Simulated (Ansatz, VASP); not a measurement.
# InSb: VASP beside Ansatz, part 2 of 2

Aim: how closely do two programs agree when they are given the same cell, functional and k mesh? The cell is taken from a series of VASP runs on this material, whose earlier steps may have relaxed, scaled or displaced it; both programs get it as it stands.

VASP 6.6.1 and Ansatz 0.2.0.

So far: The structure; Ansatz: zone-centre phonons, PBEsol with D3(BJ).

**3. VASP: zone-centre phonons, PBEsol with D3(BJ)**

Level of this step: PBEsol with D3(BJ); plane waves and PAW (Sb, In_d) (VASP).

The same cell, functional, mesh and smearing now go to VASP, with its own data sets and cutoff.

Lines of VASP's logs that name or quote its potential files are left out, and so is its time.

INCAR

```
SYSTEM = InSb
PREC = Accurate
ENCUT = 450
EDIFF = 1E-08
NELM = 100
ISMEAR = 0
SIGMA = 0.05
LREAL = .FALSE.
ALGO = Normal
GGA = PS
IVDW = 12
NBANDS = 15
LORBIT = 11
LWAVE = .FALSE.
LCHARG = .FALSE.
KPAR = 8
IBRION = 6
NFREE = 2
POTIM = 0.015
NSW = 1
ISIF = 2
```

POSCAR

```
InSb
1.0
    0.0000000000      3.2229691784      3.2229691784
    3.2229691784      0.0000000000      3.2229691784
    3.2229691784      3.2229691784      0.0000000000
Sb In
1 1
Direct
    0.7500000000      0.7500000000      0.7500000000
    0.0000000000      0.0000000000      0.0000000000
```

KPOINTS

```
Automatic mesh
0
Gamma
10 10 10
0 0 0
```

Potentials, in the order of the species: Sb and In_d (PBE family, release 64).

The run is started by

```console
mpirun -np 8 vasp_std
```

Numbers of over 12 decimals in the logs are rounded to 6 here.

The program printed:

```text
[banner, memory and clock lines left out]
running    8 mpi-ranks, on    1 nodes
 distrk:  each k-point on    1 cores,    8 groups
 distr:  one band on    1 cores,    1 groups

 POSCAR found type information on POSCAR SbIn
 POSCAR found :  2 types and       2 ions
|                                                                             |
|           W    W    AA    RRRRR   N    N  II  N    N   GGGG   !!!           |
|           W    W   A  A   R    R  NN   N  II  NN   N  G    G  !!!           |
|           W    W  A    A  R    R  N N  N  II  N N  N  G       !!!           |
|           W WW W  AAAAAA  RRRRR   N  N N  II  N  N N  G  GGG   !            |
|           WW  WW  A    A  R   R   N   NN  II  N   NN  G    G                |
|           W    W  A    A  R    R  N    N  II  N    N   GGGG   !!!           |
|                                                                             |
|     For optimal performance we recommend to set                             |
|       NCORE = 2 up to number-of-cores-per-socket                            |
|     NCORE specifies how many cores store one orbital (NPAR=cpu/NCORE).      |
|     This setting can greatly improve the performance of VASP for DFT.       |
|     The default, NCORE=1 might be grossly inefficient on modern             |
|     multi-core architectures or massively parallel machines. Do your        |
|     Unfortunately you need to use the default for GW and RPA                |
|     calculations (for HF NCORE is supported but not extensively tested      |
|     yet).                                                                   |
|                                                                             |

|                                                                             |
|               ----> ADVICE to this user running VASP <----                  |
|                                                                             |
|     You enforced a specific xc type in the INCAR file but a different       |
|     [... a line on the potential file left out ...]
|     I HOPE YOU KNOW WHAT YOU ARE DOING!                                     |
|                                                                             |

 LDA part: xc-table for (Slater+PW92), standard interpolation
 POSCAR, INCAR and KPOINTS ok, starting setup
 FFT: planning ... GRIDC
 FFT: planning ... GRID_SOFT
 FFT: planning ... GRID
 WAVECAR not read
 entering main loop
       N       E                     dE             d eps       ncg     rms          rms(c)
DAV:   1     0.107699180045E+03    0.10770E+03   -0.72549E+03  1410   0.107E+03
DAV:   2    -0.117595698300E+01   -0.10888E+03   -0.10544E+03  1564   0.272E+02
DAV:   3    -0.764992565425E+01   -0.64740E+01   -0.64361E+01  1823   0.725E+01
DAV:   4    -0.782843601232E+01   -0.17851E+00   -0.17846E+00  1797   0.139E+01
DAV:   5    -0.783728358813E+01   -0.88476E-02   -0.88474E-02  2117   0.249E+00    0.416E+00
DAV:   6    -0.771214843986E+01    0.12514E+00   -0.18450E-01  2065   0.747E+00    0.236E+00
DAV:   7    -0.768769465506E+01    0.24454E-01   -0.71602E-02  1925   0.296E+00    0.622E-01
DAV:   8    -0.768687764140E+01    0.81701E-03   -0.80277E-03  1874   0.111E+00    0.269E-01
DAV:   9    -0.768726782260E+01   -0.39018E-03   -0.81803E-04  1606   0.261E-01    0.788E-02
DAV:  10    -0.768724897814E+01    0.18844E-04   -0.44502E-05  1892   0.474E-02    0.362E-02
DAV:  11    -0.768726819798E+01   -0.19220E-04   -0.33191E-05  1543   0.484E-02    0.215E-02
DAV:  12    -0.768726889193E+01   -0.69395E-06   -0.12351E-06  1832   0.829E-03    0.573E-03
DAV:  13    -0.768726869913E+01    0.19281E-06   -0.45816E-07  1620   0.513E-03    0.311E-03
DAV:  14    -0.768726867269E+01    0.26438E-07   -0.30356E-08  1935   0.906E-04    0.724E-04
DAV:  15    -0.768726867505E+01   -0.23597E-08   -0.35776E-09  1146   0.428E-04
   1 F= -.83766835E+01 E0= -.83766449E+01  d E =-.771443E-04
[...]
2 F= -.83758880E+01 E0= -.83758577E+01  d E =-.605553E-04
[...]
3 F= -.83758880E+01 E0= -.83758577E+01  d E =-.605595E-04
[...]
4 F= -.83758840E+01 E0= -.83758537E+01  d E =-.605629E-04
 Finite differences progress:
  Degree of freedom:   2/  2
  Displacement:        1/  2
  Total:               3/  4
 bond charge predicted
       N       E                     dE             d eps       ncg     rms          rms(c)
DAV:   1    -0.767958683410E+01    0.68826E-02   -0.29625E+00  6421   0.979E+00    0.311E-01
DAV:   2    -0.768646872971E+01   -0.68819E-02   -0.70397E-02  7916   0.220E+00    0.116E-01
DAV:   3    -0.768647657167E+01   -0.78420E-05   -0.67295E-04  7028   0.263E-01    0.947E-02
DAV:   4    -0.768646963108E+01    0.69406E-05   -0.53332E-05  8180   0.866E-02    0.486E-02
DAV:   5    -0.768646914881E+01    0.48227E-06   -0.94860E-06  7846   0.404E-02    0.713E-03
DAV:   6    -0.768646941293E+01   -0.26413E-06   -0.69834E-07  6913   0.940E-03    0.385E-03
DAV:   7    -0.768646941254E+01    0.38676E-09   -0.43858E-08  6183   0.189E-03
   5 F= -.83758840E+01 E0= -.83758537E+01  d E =-.605703E-04
 Finite differences progress:
  Degree of freedom:   2/  2
  Displacement:        2/  2
  Total:               4/  4
```

From OUTCAR (step 3):

```text
ion  position               nearest neighbor table
   1  0.750  0.750  0.750-   2 2.79   2 2.79   2 2.79   2 2.79
   2  0.000  0.000  0.000-   1 2.79   1 2.79   1 2.79   1 2.79

  LATTYP: Found a face centered cubic cell.
 ALAT       =     6.4459383568

 Subroutine GETGRP returns: Found 24 space group operations
 (whereof 24 operations were pure point group operations)

The static configuration has the point symmetry T_d .

 Found     47 irreducible k-points:

   k-points           NKPTS =     47   k-points in BZ     NKDIM =     47   number of bands    NBANDS=     15

   dimension x,y,z NGX =    32 NGY =   32 NGZ =   32
   dimension x,y,z NGXF=    64 NGYF=   64 NGZF=   64

   ENCUT  =  450.0 eV  33.07 Ry    5.75 a.u.   7.88  7.88  7.88*2*pi/ulx,y,z

   NELECT =      18.0000    total number of electrons

 k-points in reciprocal lattice and weights: Automatic mesh
   0.00000000  0.00000000  0.00000000       0.001
   0.10000000  0.00000000  0.00000000       0.008
   0.20000000  0.00000000  0.00000000       0.008
   0.30000000  0.00000000  0.00000000       0.008
   0.40000000  0.00000000  0.00000000       0.008
   0.50000000  0.00000000  0.00000000       0.004
   0.10000000  0.10000000  0.00000000       0.006
   0.20000000  0.10000000  0.00000000       0.024
   0.30000000  0.10000000  0.00000000       0.024
[...]
-0.30000000  0.40000000  0.20000000       0.024
  -0.30000000  0.50000000  0.20000000       0.012

 Edisp (eV)   -0.68941

 average (electrostatic) potential at core
       1 -86.9375       2 -95.9690

 E-fermi :   5.1463

 k-point     1 :       0.0000    0.0000    0.0000
  band No.  band energies     occupation
    ...
      6      -5.7229      2.00000
      7       4.9532      2.00000
      8       5.0942      1.85939
      9       5.1272      1.41098
     10       5.1585      0.73020
     11       8.0288      0.00000
     12       8.0533      0.00000
     13       8.0792      0.00000
     14      10.7047      0.00000
     15      13.4430      0.00000

 k-point     2 :       0.1000    0.0000    0.0000
  band No.  band energies     occupation
    ...
      5      -9.3597      2.00000
      6      -5.6290      2.00000
      7       3.6065      2.00000
      8       4.9684      2.00000
      9       5.0104      1.99988
     10       5.9754      0.00000
     11       8.2304      0.00000
     12       8.2552      0.00000
     13       8.2848      0.00000
     14      11.2610      0.00000
    ...

 k-point     3 :       0.2000    0.0000    0.0000
  band No.  band energies     occupation
    ...
      5      -9.3599      2.00000
      6      -5.3575      2.00000
      7       2.1282      2.00000
      8       4.6530      2.00000
      9       4.6956      2.00000
     10       6.0780      0.00000
     11       8.6247      0.00000
     12       8.6724      0.00000
     13       9.2010      0.00000
     14      11.9563      0.00000
    ...

 Edisp (eV)   -0.68941

  Total      -0.00036     0.00176     0.00176     0.00000     0.12781     0.00000
  in kB      -0.00873     0.04219     0.04219     0.00000     3.05825     0.00000
  external pressure =        0.03 kB  Pullay stress =        0.00 kB

  energy-cutoff  :      450.00
  volume of cell :       66.96
      direct lattice vectors                 reciprocal lattice vectors
     0.000000000  3.222969178  3.222969178    -0.155136451  0.155136451  0.155136451
     3.222969178  0.000000000  3.222969178     0.155136451 -0.155136451  0.155136451
     3.222969178  3.222969178  0.000000000     0.155136451  0.155136451 -0.155136451

 POSITION                                       TOTAL-FORCE (eV/Angst)
 -----------------------------------------------------------------------------------
      4.83445      4.83445      4.83445        -0.106530      0.000000      0.000000
     -0.01500      0.00000      0.00000         0.106530     -0.000000     -0.000000
 -----------------------------------------------------------------------------------
    total drift:                                0.000369     -0.000000     -0.000000

  FREE ENERGIE OF THE ION-ELECTRON SYSTEM (eV)
  ---------------------------------------------------
  free  energy   TOTEN  =        -8.3758839520 eV

  energy  without entropy=       -8.3758233817  energy(sigma->0) =       -8.37585367

 Eigenvectors and eigenvalues of the dynamical matrix
 ----------------------------------------------------

   1 f  =    5.416784 THz    34.034661 2PiTHz  180.684481 cm-1    22.402010 meV
             X         Y         Z           dx          dy          dz
      4.834454  4.834454  4.834454    -0.696310    0.000000   -0.000000
      0.000000  0.000000  0.000000     0.717741   -0.000000    0.000000

   2 f  =    5.416784 THz    34.034661 2PiTHz  180.684481 cm-1    22.402010 meV
             X         Y         Z           dx          dy          dz
      4.834454  4.834454  4.834454     0.000000    0.696310    0.000000
      0.000000  0.000000  0.000000    -0.000000   -0.717741    0.000000

   3 f  =    5.416784 THz    34.034661 2PiTHz  180.684481 cm-1    22.402010 meV
             X         Y         Z           dx          dy          dz
      4.834454  4.834454  4.834454     0.000000    0.000000   -0.696310
      0.000000  0.000000  0.000000     0.000000    0.000000    0.717741

   4 f/i=    0.002739 THz     0.017207 2PiTHz    0.091351 cm-1     0.011326 meV
             X         Y         Z           dx          dy          dz
      4.834454  4.834454  4.834454     0.374005    0.566597   -0.232897
      0.000000  0.000000  0.000000     0.362837    0.549679   -0.225943

   5 f/i=    0.002739 THz     0.017207 2PiTHz    0.091351 cm-1     0.011326 meV
             X         Y         Z           dx          dy          dz
      4.834454  4.834454  4.834454     0.602548   -0.291029    0.259597
      0.000000  0.000000  0.000000     0.584556   -0.282339    0.251846

   6 f/i=    0.002739 THz     0.017207 2PiTHz    0.091351 cm-1     0.011326 meV
             X         Y         Z           dx          dy          dz
      4.834454  4.834454  4.834454    -0.110495    0.330790    0.627312
      0.000000  0.000000  0.000000    -0.107196    0.320913    0.608581

 ELASTIC MODULI CONTR FROM IONIC RELAXATION (kBar)
 Direction    XX          YY          ZZ          XY          YZ          ZX
 --------------------------------------------------------------------------------
 XX          -0.0000     -0.0000     -0.0000      0.0000      0.0000      0.0000
 YY          -0.0000     -0.0000     -0.0000      0.0000      0.0000      0.0000
 ZZ          -0.0000     -0.0000     -0.0000      0.0000      0.0000      0.0000
 XY           0.0000      0.0000      0.0000   -244.3684      0.0000      0.0000
 YZ           0.0000      0.0000      0.0000      0.0000   -244.3684      0.0000
 ZX           0.0000      0.0000      0.0000      0.0000      0.0000   -244.3684
 --------------------------------------------------------------------------------

 total charge
# of ion       s       p       d       tot
------------------------------------------
    1        1.137   1.341   0.021   2.499
    2        0.871   0.733   9.866  11.471
--------------------------------------------------
tot          2.008   2.074   9.887  13.969

[... 3 further parts left out ...]
```

CONTCAR:

```
InSb
   1.00000000000000
     0.0000000000000000    3.2229691784000001    3.2229691784000001
     3.2229691784000001    0.0000000000000000    3.2229691784000001
     3.2229691784000001    3.2229691784000001    0.0000000000000000
  Sb              In
     1     1
Direct
     0.7500000000000000    0.7500000000000000    0.7500000000000000
     0.0023270467649099   -0.0023270467649099   -0.0023270467649099
```

**4. Comparison**

Known differences besides the potentials themselves: the data sets hold 28 valence electrons in Ansatz (default PAW (the set named soft_2) files) and 18 in VASP; the cutoff is 420 eV in Ansatz and 450 eV in VASP; Ansatz makes its cores anew for this functional, VASP keeps those of its PBE data sets; VASP leaves aspherical gradient terms in its spheres out (LASPH is not set), Ansatz keeps them; Ansatz takes the dispersion share of the force constants at frozen C6 weights, VASP differentiates the full forces; VASP uses finite displacements, Ansatz perturbation theory. Total energies have different zeros and are not compared.

Both answers:

```
                  quantity  Ansatz   VASP  difference
optical mode 1 to 3 (cm⁻¹)   179.7  180.7     -0.54 %
```

Modes are paired by rising frequency and degeneracy, not by their patterns, so a pair may still set unlike modes beside each other.

**5. VASP: zone-centre phonons, r2SCAN**

Second derivatives magnify differences that forces hide, and they need a tight electronic threshold. The cell compared in this pair holds 70.51 Å³, against 66.96 Å³ for the pair before.

Changes to INCAR since step 3:

```diff
@@ -9,4 +9,4 @@
 ALGO = Normal
-GGA = PS
-IVDW = 12
+METAGGA = R2SCAN
+LASPH = .TRUE.
 NBANDS = 15
```

POSCAR

```
InSb
1.0
    0.0000000000      3.2789228637      3.2789228637
    3.2789228637      0.0000000000      3.2789228637
    3.2789228637      3.2789228637      0.0000000000
Sb In
1 1
Direct
    0.7500000000      0.7500000000      0.7500000000
    0.0000000000      0.0000000000      0.0000000000
```

KPOINTS is that of step 3.

The run is started by

```console
mpirun -np 8 vasp_std
```

The program printed:

```text
[banner, memory and clock lines left out]
running    8 mpi-ranks, on    1 nodes
[...]
[... a notice as in an earlier step ...]

 [... a notice as in an earlier step ...]

 LDA part: xc-table for (None), standard interpolation
 POSCAR, INCAR and KPOINTS ok, starting setup
[...]
entering main loop
       N       E                     dE             d eps       ncg     rms          rms(c)
DAV:   1     0.669476393500E+02    0.66948E+02   -0.74221E+03  1410   0.109E+03
DAV:   2    -0.445940656435E+02   -0.11154E+03   -0.10870E+03  1571   0.281E+02
DAV:   3    -0.516531740111E+02   -0.70591E+01   -0.70333E+01  1837   0.768E+01
DAV:   4    -0.518568201874E+02   -0.20365E+00   -0.20361E+00  1749   0.150E+01
[...]
DAV:  15    -0.487672088026E+02   -0.13919E-06   -0.65916E-08  1893   0.484E-03    0.295E-04
DAV:  16    -0.487672088199E+02   -0.17370E-07   -0.36463E-09  1020   0.736E-04    0.767E-05
DAV:  17    -0.487672088195E+02    0.38904E-09   -0.90161E-10   866   0.362E-04
   1 F= -.48767209E+02 E0= -.48767165E+02  d E =-.878650E-04
[... from here on, the cycles between the ionic steps are left out ...]
   2 F= -.48766477E+02 E0= -.48766439E+02  d E =-.760348E-04
   3 F= -.48766476E+02 E0= -.48766438E+02  d E =-.760378E-04
   4 F= -.48766473E+02 E0= -.48766435E+02  d E =-.759755E-04
   5 F= -.48766473E+02 E0= -.48766435E+02  d E =-.760321E-04
 Finite differences progress:
  Degree of freedom:   2/  2
  Displacement:        2/  2
  Total:               4/  4
```

OUTCAR, selected parts (step 5):

```text
  Total        0.0007136      0.0013647      0.0013647      0.0000000      0.1051965      0.0000000
  in kB        0.0162153      0.0310111      0.0310111      0.0000000      2.3904971      0.0000000
  external PRESSURE =       0.0260792 kB  Pullay stress =       0.0000000 kB

 POSITION                                       TOTAL-FORCE (eV/Angst)
 -----------------------------------------------------------------------------------
      4.91838      4.91838      4.91838        -0.098064      0.000000      0.000000
     -0.01500      0.00000      0.00000         0.098064      0.000000      0.000000
 -----------------------------------------------------------------------------------
    total drift:                                0.000793      0.000002      0.000002

  FREE ENERGIE OF THE ION-ELECTRON SYSTEM (eV)
  ---------------------------------------------------
  free  energy   TOTEN  =       -48.7664734512 eV

  energy  without entropy=      -48.7663974191  energy(sigma->0) =      -48.76643544

[... 1 part as in an earlier step ...]

[... 2 further parts left out ...]
[key lines of the parts left out:]
E-fermi :   4.5753
```

**6. Ansatz: zone-centre phonons, r2SCAN**

The same cell, functional, mesh and smearing now go to Ansatz, which takes its cutoff from its data sets.

The cell is taken from a series of VASP runs on this material, whose earlier steps may have relaxed, scaled or displaced it; both programs get it as it stands.

input.yaml

```yaml
crystal:
  lattice:
    - [0.0, 3.2789228637, 3.2789228637]
    - [3.2789228637, 0.0, 3.2789228637]
    - [3.2789228637, 3.2789228637, 0.0]
  atoms:
    - { symbol: Sb, position: [0.75, 0.75, 0.75] }
    - { symbol: In, position: [0.0, 0.0, 0.0] }
hamiltonian:
  xc: r2scan
  pseudopotentials: { kind: paw }
kpoints:
  mp_grid: { grid: [10, 10, 10] }
scf:
  occupations: { method: gaussian, width: 0.05 }
phonons:
  method: dfpt
  qpoints: [[0, 0, 0]]
```

The run is started by

```console
ansatz run input.yaml --threads 4 --pin off --max-ram 9216MiB --backend cpu --events-out ev --progress --plain --runs-dir out
```

The program printed:

```text
[...]
Crystal: 2 atoms, lattice volume = 70.506 Å³
Basis set: ecut = 500 eV, 1807 PW (Γ), exchange–correlation on 180×180×180 points (125 copies of the dense FFT grid, shifted against one another)
Bands: 18, of which v1, the nominal top of the filled ones, is band 14 counted from 1 (13 counted from 0)
Symmetry: 24 space group operations
k-points: 171 of 1000 (irreducible under 4 space group operations, time reversal used)
[...]
k-point 2: bands = [... 10 lower, -3.7918, 3.8444, 6.3070, 6.3070, 7.9046, 10.5506, 10.5506, 11.1069]
  k-point 170: bands = [... 10 lower, -2.2368, 1.0232, 3.7744, 4.4208, 10.0760, 10.8554, 11.5650, 12.5029]
[...]
ASR residual: 4.094e-4 → 0.000e0 eV/Å²; symmetrization residual: 5.869e-5 eV/Å²
  ASR residual per site (eV/Å²): 3.70e-4 4.09e-4
  Γ frequencies (cm⁻¹): 0.00 0.00 0.00 172.24 172.24 172.24
[...]
--- Phonons (arbitrary-q DFPT): 1 explicit q-point ---
[...]
[key lines of the parts left out:]
SCF converged after 8 iterations
Free energy (F): -12111.441189 eV
Fermi energy:    6.764264 eV
```

It took 80 s on 4 threads of Arm Neoverse V1, shared host; peak memory 2.2 GiB.

**7. Comparison**

What differs besides the data sets and the points named for the pairs above, as far as they apply: VASP keeps PBE cores, Ansatz makes them for the functional; the cutoff is 500 eV in Ansatz and 450 eV in VASP. Total energies have different zeros and are not compared.

The two programs side by side:

```
                  quantity  Ansatz   VASP  difference
optical mode 1 to 3 (cm⁻¹)   172.2  173.9     -0.93 %
```

Modes are paired by rising frequency and degeneracy, not by their patterns, so a pair may still set unlike modes beside each other.

**8. Summary of results**

```yaml
r_m_s_difference_of_the_optical_zone_centre_modes_each_program_s_sorted_by_frequency_zone_centre_phonons_pbesol_with_d3_bj: 0.98 cm⁻¹
difference_in_optical_mode_1_to_3_zone_centre_phonons_pbesol_with_d3_bj: -0.5 %
r_m_s_difference_of_the_optical_zone_centre_modes_each_program_s_sorted_by_frequency_zone_centre_phonons_r2scan: 1.6 cm⁻¹
difference_in_optical_mode_1_to_3_zone_centre_phonons_r2scan: -0.9 %
```

What this shows: The r.m.s. difference of the optical zone-centre modes, each program's sorted by frequency is 0.98 cm⁻¹ (zone-centre phonons, PBEsol with D3(BJ)). Among the rows given in per cent, the largest difference of the zone-centre phonons, PBEsol with D3(BJ) pair is in optical mode 1 to 3, -0.5 %. Among the rows given in per cent, the largest difference of the zone-centre phonons, r2SCAN pair is in optical mode 1 to 3, -0.9 %. How closely two codes agree says nothing of how well the functional describes the real material.

[Lines on the potential files, build, host, timing and source positions are cut from VASP's logs without a mark.]

[Logs are printed without paths, hosts, clocks, repeated set-up lines and the standing remarks that a program may print on its own settings, such as how far it seeks lower states.]

[Hosts, paths, dates, database ids (printed as entryN), source tags and the programs' standing remarks are cut or masked in the printed files.]
